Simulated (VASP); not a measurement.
Input of a VASP 6.6.1 run:

File INCAR:

```
SYSTEM = Mg
ALGO = Fast ; EDIFF = 1E-7
EDIFFG = -0.01 ; ENCUT = 600
GGA = 91 ; IBRION = 2
ISIF = 3 ; ISMEAR = -1
LASPH = .TRUE. ; LCHARG = .FALSE.
LREAL = .FALSE. ; LWAVE = .FALSE.
NELM = 80 ; NSW = 60
PREC = Accurate ; SIGMA = 0.05
```

Contents of KPOINTS:

```
k-points
0
G
  10 10 5
  0 0 0
```

Contents of POSCAR:

```
Mg
1.0
    3.2093000000      0.0000000000      0.0000000000
   -1.6046500000      2.7793353284      0.0000000000
    0.0000000000      0.0000000000      5.2103000000
Mg
2
Direct
    0.6666666667      0.3333333333      0.7500000000
    0.3333333333      0.6666666667      0.2500000000
```

Potentials or basis: VASP PAW PBE potentials, release 64 (Mg).

The run is started by

```bash
$ cat potpaw_PBE.64/Mg/POTCAR > POTCAR
$ mpirun -np 1 vasp_std > vasp.out
```

Task: What does it give for the space group after relaxing (to 0.05 Å)?

Result: P6_3/mmc (No. 194).

Task: Predict the relaxed volume.

Result: 22.94 Å³/atom.

Task: Predict the band gap on the k mesh.

Result: None (metal or under the smearing width).

Step by step:
```csv
step,energy change (eV),largest force (eV/Å),pressure (GPa),volume (Å³)
1,0.0000,0.0000,-0.47,46.47
2,-0.0027,0.0000,-0.12,46.02
3,-0.0043,0.0000,0.44,45.34
4,-0.0053,0.0000,0.32,45.50
5,-0.0053,0.0000,0.33,45.49
6,-0.0057,0.0000,0.02,45.88
```

Caveat: the PAW data sets were made with another functional, which shifts forces and pressure a little.
